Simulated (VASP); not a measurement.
# ZnSnN2 (I-42d) in VASP: single point with r2SCAN

Aim: the single point of ZnSnN2 with r2SCAN.

All numbers are computed with VASP 6.6.1; they aren't measurements. Logs are shortened: lines on timing, memory, paths and dates and some standing lists are left out, and cuts for length are marked.

## Step 1: The crystal as given

Symmetry: I-42d, No. 122, tetragonal system. Conventional cell: a = 4.804 Å, b = 4.804 Å, c = 9.673 Å, α = 90.00°, β = 90.00°, γ = 90.00°. Around Zn (site symmetry -4) lie 4 N at 2.08 Å. Around Sn (site symmetry -4) lie 4 N at 2.09 Å. Around N (site symmetry 2) lie 2 Zn at 2.08 Å and 2 Sn at 2.09 Å.

The cell was built by a generator and needn't be a form met in nature.

## Step 2: Single point, r2SCAN

INCAR reads:

```
PREC = Accurate ; ENCUT = 520
EDIFF = 1E-6 ; ISMEAR = 0
SIGMA = 0.1 ; LREAL = False
LASPH = True ; NELM = 150
ALGO = Normal ; ISIF = 2
LWAVE = False ; LCHARG = False
METAGGA = R2SCAN ; LMIXTAU = True
NBANDS = 46 ; KPAR = 4
```

KPOINTS reads:

```
regular mesh
0
Gamma
  10 10 10
```

POSCAR reads:

```
ZnSnN2
1.0
   -2.4019400000      2.4019400000      4.8365200000
    2.4019400000     -2.4019400000      4.8365200000
    2.4019400000      2.4019400000     -4.8365200000
Zn Sn N
2 2 4
Direct
    0.7500000000      0.2500000000      0.5000000000
    0.0000000000      0.0000000000      0.0000000000
    0.2500000000      0.7500000000      0.5000000000
    0.5000000000      0.5000000000      0.0000000000
    0.8750000000      0.3718550000      0.9968550000
    0.6281450000      0.6250000000      0.5031450000
    0.3750000000      0.8781450000      0.0031450000
    0.1218550000      0.1250000000      0.4968550000
```

Potentials or basis: VASP PAW PBE potentials, release 64 (Zn, Sn_d, N).

Run with:

```sh
$ cat potpaw_PBE.64/Zn/POTCAR potpaw_PBE.64/Sn_d/POTCAR potpaw_PBE.64/N/POTCAR > POTCAR
$ mpirun -np 4 vasp_std > vasp.out
```

OUTCAR:

```text
PREC = Accurate
   ENCUT = 520
   EDIFF = 1E-6
   ISMEAR = 0
   LREAL = False
   LASPH = True
   NELM = 150
   ISIF = 2
   METAGGA = R2SCAN

 ion  position               nearest neighbor table
   1  0.750  0.250  0.500-   7 2.08   6 2.08   5 2.08   8 2.08   3 3.40   3 3.40   3 3.40   3 3.40

   2  0.000  0.000  0.000-   6 2.08   5 2.08   7 2.08   8 2.08   4 3.40   4 3.40   4 3.40   4 3.40

   3  0.250  0.750  0.500-   7 2.09   6 2.09   8 2.09   5 2.09   1 3.40   1 3.40   1 3.40   1 3.40
                             4 3.41   4 3.41   4 3.41   4 3.41
   4  0.500  0.500  0.000-   6 2.09   5 2.09   7 2.09   8 2.09   2 3.40   2 3.40   2 3.40   2 3.40
                             3 3.41   3 3.41   3 3.41   3 3.41
   5  0.875  0.372  0.997-   1 2.08   2 2.08   4 2.09   3 2.09
   6  0.628  0.625  0.503-   2 2.08   1 2.08   3 2.09   4 2.09
   7  0.375  0.878  0.003-   1 2.08   2 2.08   4 2.09   3 2.09
   8  0.122  0.125  0.497-   1 2.08   2 2.08   3 2.09   4 2.09

  LATTYP: Found a body centered tetragonal cell.
 ALAT       =     4.8038800000
 C/A-ratio  =     2.0135890155

  Lattice vectors:

 A1 = (  -2.4019400000,   2.4019400000,   4.8365200000)
 A2 = (   2.4019400000,  -2.4019400000,   4.8365200000)
 A3 = (   2.4019400000,   2.4019400000,  -4.8365200000)

Analysis of symmetry for initial positions (statically):
=====================================================================
 Subroutine PRICEL returns:
 Original cell was already a primitive cell.

 Routine SETGRP: Setting up the symmetry group for a
 body centered tetragonal supercell.

 Subroutine GETGRP returns: Found  8 space group operations
 (whereof  4 operations were pure point group operations)
 out of a pool of 16 trial point group operations.

The static configuration has the point symmetry S_4 .
 The point group associated with its full space group is D_2d.

Analysis of symmetry for dynamics (positions and initial velocities):
=====================================================================
 Subroutine PRICEL returns:
 Original cell was already a primitive cell.

 Routine SETGRP: Setting up the symmetry group for a
 body centered tetragonal supercell.

 Subroutine GETGRP returns: Found  8 space group operations
 (whereof  4 operations were pure point group operations)
 out of a pool of 16 trial point group operations.

The dynamic configuration has the point symmetry S_4 .
 The point group associated with its full space group is D_2d.

 Subroutine INISYM returns: Found  8 space group operations
 (whereof  4 operations are pure point group operations),
 and found     1 'primitive' translations

----------------------------------------------------------------------------------------

                                     Primitive cell

  volume of cell :     111.6136

  direct lattice vectors                    reciprocal lattice vectors
    -2.401940000  2.401940000  4.836520000     0.000000000  0.208165067  0.103380116
     2.401940000 -2.401940000  4.836520000     0.208165067  0.000000000  0.103380116
     2.401940000  2.401940000 -4.836520000     0.208165067  0.208165067  0.000000000

  length of vectors
     5.910207884  5.910207884  5.910207884     0.232422338  0.232422338  0.294389860

  position of ions in fractional coordinates (direct lattice)
     0.750000000  0.250000000  0.500000000
     0.000000000  0.000000000  0.000000000
     0.250000000  0.750000000  0.500000000
     0.500000000  0.500000000  0.000000000
     0.875000000  0.371855000  0.996855000
     0.628145000  0.625000000  0.503145000
     0.375000000  0.878145000  0.003145000
     0.121855000  0.125000000  0.496855000

  ion indices of the primitive-cell ions
   primitive index   ion index
                 1           1
                 2           2
                 3           3
                 4           4
                 5           5
                 6           6
                 7           7
                 8           8

----------------------------------------------------------------------------------------

 KPOINTS: regular mesh

Automatic generation of k-mesh.
 Grid dimensions read from file:
 generate k-points for:   10   10   10

 Generating k-lattice:

  Cartesian coordinates                     Fractional coordinates (reciprocal lattice)
     0.000000000  0.020816507  0.010338012     0.100000000  0.000000000  0.000000000
     0.020816507  0.000000000  0.010338012     0.000000000  0.100000000  0.000000000
     0.020816507  0.020816507  0.000000000     0.000000000  0.000000000  0.100000000

  Length of vectors
     0.023242234  0.023242234  0.029438986

  Shift w.r.t. Gamma in fractional coordinates (k-lattice)
     0.000000000  0.000000000  0.000000000

 Subroutine IBZKPT returns following result:
 ===========================================

 Found    102 irreducible k-points:

 Following reciprocal coordinates:
            Coordinates               Weight
  0.000000  0.000000  0.000000      1.000000
  0.100000  0.000000 -0.000000      8.000000
  0.200000  0.000000 -0.000000      8.000000
  0.300000 -0.000000  0.000000      8.000000
  0.400000 -0.000000  0.000000      8.000000
  0.500000  0.000000  0.000000      4.000000
[... 16 lines left out ...]
  0.300000  0.300000  0.000000      8.000000
  0.400000  0.300000  0.000000     16.000000
 [... further k-points ...]
   k-points           NKPTS =    102   k-points in BZ     NKDIM =    102   number of bands    NBANDS=     46
   number of dos      NEDOS =    301   number of ions     NIONS =      8
   total plane-waves  NPLWV = 110592
   dimension x,y,z NGX =    48 NGY =   48 NGZ =   48
   dimension x,y,z NGXF=    96 NGYF=   96 NGZF=   96
   ions per type =               2   2   4
   NGX,Y,Z   is equivalent  to a cutoff of  13.50, 13.50, 13.50 a.u.
   NGXF,Y,Z  is equivalent  to a cutoff of  27.00, 27.00, 27.00 a.u.
 SYSTEM =  unknown system
   PREC   = accura    normal or accurate (medium, high low for compatibility)
   ISTART =      0    job   : 0-new  1-cont  2-samecut
   ICHARG =      2    charge: 1-file 2-atom 10-const
   ISPIN  =      1    spin polarized calculation?
   LNONCOLLINEAR =      F non collinear calculations
   LSORBIT =      F    spin-orbit coupling
   LASPH  =      T    aspherical Exc in radial PAW
   ENCUT  =  520.0 eV  38.22 Ry    6.18 a.u.  10.99 10.99 10.99*2*pi/ulx,y,z
   NELM   =    150;   NELMIN=  2; NELMDL= -5     # of ELM steps
   EDIFF  = 0.1E-05   stopping-criterion for ELM
   LREAL  =      F    real-space projection
   EDIFFG = 0.1E-04   stopping-criterion for IOM
   NSW    =      0    number of steps for IOM
   IBRION =     -1    ionic relax: 0-MD 1-quasi-New 2-CG
   NFREE  =      0    steps in history (QN), initial steepest desc. (CG)
   ISIF   =      2    stress and relaxation
   ISYM   =      2    0-nonsym 1-usesym 2-fastsym
   POTIM  = 0.5000    time-step for ionic-motion
   TEBEG  =    0.0;   TEEND  =   0.0 temperature during run
   PSTRESS=    0.0 pullay stress
   NELECT =      72.0000    total number of electrons
   NUPDOWN=      -1.0000    fix difference up-down
   EMIN   =  10.00;   EMAX   =-10.00  energy-range for DOS
   EFERMI =   0.00;   METHOD = LEGACY
   ISMEAR =     0;   SIGMA  =   0.10  broadening in eV -4-tet -1-fermi 0-gaus
   EFERMI_NEDOS =   21; number of points for ismear=-14 and -15
   IALGO  =     38    algorithm
   IMIX   =      4    mixing-type and parameters
     AMIX     =   0.40;   BMIX     =  1.00
     AMIX_MAG =   1.60;   BMIX_MAG =  1.00
  volume/ion in A,a.u.               =      13.95        94.15
  Fermi-wavevector in a.u.,A,eV,Ry     =   1.414533  2.673081 27.223965  2.000905
  Thomas-Fermi vector in A             =   2.536066
   LORBIT       =      0    0 simple, 1 ext, 2 COOP (PROOUT), +10 PAW based schemes
   METAGGA = R2SCAN    functional components
   LHFCALC =     F    Hartree Fock is set to
   AEXX    =    0.0000 exact exchange contribution
   IVDW    =     0    specifies the selected vdW correction
   LEPSILON=     F    determine dielectric tensor
   LRPA    =     F    only Hartree local field effects (RPA)
 non-spin polarized calculation
 Gauss-broadening in eV      SIGMA  =   0.10
  energy-cutoff  :      520.00
  volume of cell :      111.61
 maximum number of plane-waves:      3034
 NGX is ok and might be reduce to    48
   NGX = 21   NGY = 21   NGZ = 21

 number of electron      72.0000011 magnetization

 Free energy of the ion-electron system (eV)
  ---------------------------------------------------
  ext. energy  EPLUGINS =         0.00000000
  ---------------------------------------------------
  free energy    TOTEN  =      -104.60639668 eV

  energy without entropy =     -104.60636714  energy(sigma->0) =     -104.60638191

 E-fermi :   4.9410     XC(G=0): -11.6829

 val. band max:        4.7649531093   @ k =   0.0000   0.0000   0.0000
 cond. band min:       5.0652987237   @ k =   0.0000   0.0000   0.0000
 fundamental gap:      0.3003456144
 Fermi energy:         4.9409944483

 k-point     1 :       0.0000    0.0000    0.0000
  band No.  band energies     occupation
      1     -16.8040      2.00000
      2     -16.8040      2.00000
      3     -16.7768      2.00000
      4     -16.6011      2.00000
      5     -16.5791      2.00000
      6     -16.5791      2.00000
[... 38 lines left out ...]
     45      13.1857      0.00000
     46      14.2861      0.00000

 k-point     2 :       0.1000    0.0000   -0.0000
  band No.  band energies     occupation
      1     -16.8073      2.00000
      2     -16.8016      2.00000
      3     -16.7749      2.00000
      4     -16.6045      2.00000
      5     -16.5844      2.00000
      6     -16.5753      2.00000
[... 38 lines left out ...]
     45      13.4801      0.00000
     46      14.2898      0.00000

 k-point     3 :       0.2000    0.0000   -0.0000
  band No.  band energies     occupation
      1     -16.8142      2.00000
      2     -16.7950      2.00000
      3     -16.7717      2.00000
      4     -16.6118      2.00000
      5     -16.5966      2.00000
      6     -16.5680      2.00000
[... 1018 lines left out ...]
     45      13.7793      0.00000
     46      13.8984      0.00000

 k-point    24 :       0.4000    0.3000    0.0000
  band No.  band energies     occupation
      1     -16.8136      2.00000
      2     -16.7958      2.00000
      3     -16.7352      2.00000
      4     -16.6682      2.00000
      5     -16.6040      2.00000
      6     -16.5892      2.00000
[... 38 lines left out ...]
     45      13.5671      0.00000
     46      13.8659      0.00000

 [... further k-points ...]

------------------------ aborting loop because EDIFF is reached ----------------------------------------

  FORCE on cell =-STRESS in cart. coord.  units (eV):
  Direction    XX          YY          ZZ          XY          YZ          ZX
  --------------------------------------------------------------------------------------
  -------------------------------------------------------------------------------------
  Total       -3.2241620     -3.2241620     -3.2241523      0.0000000     -0.0000000      0.0000000
  in kB      -46.2817906    -46.2817906    -46.2816508      0.0000000     -0.0000000      0.0000000
  external PRESSURE =     -46.2817440 kB  Pullay stress =       0.0000000 kB

 VOLUME and BASIS-vectors are now :
 -----------------------------------------------------------------------------
  energy-cutoff  :      520.00
  volume of cell :      111.61
      direct lattice vectors                 reciprocal lattice vectors
    -2.401940000  2.401940000  4.836520000     0.000000000  0.208165067  0.103380116
     2.401940000 -2.401940000  4.836520000     0.208165067  0.000000000  0.103380116
     2.401940000  2.401940000 -4.836520000     0.208165067  0.208165067  0.000000000

 POSITION                                       TOTAL-FORCE (eV/Angst)
 -----------------------------------------------------------------------------------
     -0.00000      2.40194      2.41826        -0.000000      0.000000     -0.000000
      0.00000      0.00000      0.00000        -0.000000     -0.000000     -0.000000
      2.40194     -0.00000      2.41826        -0.000000     -0.000000      0.000000
      0.00000      0.00000      4.83652        -0.000000     -0.000000      0.000000
      1.18586      3.60291      1.20913         0.123047     -0.000000      0.000000
      1.20097      1.21608      3.62739        -0.000000     -0.123047     -0.000000
      1.21608     -1.20097      6.04565        -0.123047      0.000000     -0.000000
      1.20097      1.18586     -1.20913        -0.000000      0.123047      0.000000
 -----------------------------------------------------------------------------------
    total drift:                               -0.000213     -0.000213      0.000239

  FREE ENERGIE OF THE ION-ELECTRON SYSTEM (eV)
  ---------------------------------------------------
  free  energy   TOTEN  =      -104.6063966832 eV

  energy  without entropy=     -104.6063671379  energy(sigma->0) =     -104.60638191
```

It took 18 min on 4 MPI ranks of AMD EPYC 9R45 (Zen 5), shared host; peak memory 0.67 GiB.

What came out:

```
Free energy            : -104.6064 eV
Pressure               : -4.6 GPa
Largest force          : 0.123 eV/Å
Band gap on the k mesh : 0.30 eV, direct
```

Forces on the atoms (eV/Å):
```
Zn   0.000  0.000  0.000
Zn   0.000  0.000  0.000
Sn   0.000  0.000  0.000
Sn   0.000  0.000  0.000
N    0.123  0.000  0.000
N    0.000 -0.123  0.000
N   -0.123  0.000  0.000
N    0.000  0.123  0.000
```

Levels at points of the mesh, in eV from the valence-band top:
```
           k point  band 33  band 34  band 35  band 36  band 37  band 38  band 39  band 40
(0.00, 0.00, 0.00)    -2.27    -0.01     0.00     0.00     0.30     3.22     5.68     5.68
(0.50, 0.00, 0.00)    -1.84    -1.50    -1.18    -0.69     3.50     4.28     5.57     6.00
(0.50, 0.50, 0.00)    -0.84    -0.84    -0.60    -0.60     3.38     3.38     5.56     5.56
(0.50, 0.50, 0.50)    -1.34    -1.34    -1.09    -1.09     3.15     3.15     3.39     3.39
```

Caveat: the PAW data sets were made with another functional, which shifts forces and pressure a little; spin-orbit coupling is left out, which moves the levels of the heavy elements.
